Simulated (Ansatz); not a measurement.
**All-electron card of Mg**

```
CELL_PARAMETERS angstrom
-1.83599 1.83599 1.67940
1.83599 -1.83599 1.67940
1.83599 1.83599 -1.67940
ATOMIC_POSITIONS crystal
Mg 0.00000 0.00000 0.00000
```

The cell is the one relaxed in the Materials Project (mp-1056351), not relaxed further here; entries there can be hypothetical.

All numbers below come from DFT, PBEsol, all-electron LAPW, scalar-relativistic (Ansatz 0.2.0).

The runs use a Γ-centred 15×15×15 k mesh, Fermi–Dirac smearing of 0.05 eV, basis error target 1 meV/atom, no spin polarisation.

```json
{
 "Pressure at this cell": "-0.17 GPa",
 "Band gap": "none: bands cross the Fermi level, a metal",
 "Stress xx, yy, zz (compression positive)": "-0.29, -0.29, 0.07 GPa",
 "Density of states at the Fermi level (0.2 eV bin)": "0.39 states/eV per cell",
 "Volume per atom": "22.64 Å³"
}
```
